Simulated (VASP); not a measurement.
Pt:

```
Pt
1.0
     0.00000    1.96090    1.96090
     1.96090    0.00000    1.96090
     1.96090    1.96090    0.00000
Pt
1
Direct
  0.00000 0.00000 0.00000
```

* Program: VASP 6.6.1
* Task: relaxation of cell and atoms
* Functional: rev-vdW-DF2
* Potentials or basis: VASP PAW PBE potentials, release 64 (Pt)
* Cutoff: 600 eV
* k mesh: 12 × 12 × 12
* Occupations: fermi-dirac, width 0.05 eV
* Spin: no spin polarisation

At the start: pressure 6.3 GPa; volume 15.08 Å³/atom.

Q: Where does the relaxation end?

A: Over 3 steps the energy falls by 6.5 meV/atom and the volume is 15.43 Å³/atom (+2.3 %); space group Fm-3m (No. 225, to 0.05 Å).

The path:
| step | energy change (eV) | largest force (eV/Å) | pressure (GPa) | volume (Å³) |
| --- | --- | --- | --- | --- |
| 1 | 0.0000 | 0.0000 | 6.28 | 15.08 |
| 2 | 0.0395 | 0.0000 | -13.91 | 16.41 |
| 3 | -0.0065 | 0.0000 | -0.04 | 15.43 |

Final structure:
```yaml
crystal:
  lattice:
    - [0.00000, 1.97582, 1.97582]
    - [1.97582, 0.00000, 1.97582]
    - [1.97582, 1.97582, 0.00000]
  atoms:
    - { symbol: Pt, position: [0.00000, 0.00000, 0.00000] }
```

Caveat: the PAW data sets were made with another functional, which shifts forces and pressure a little.
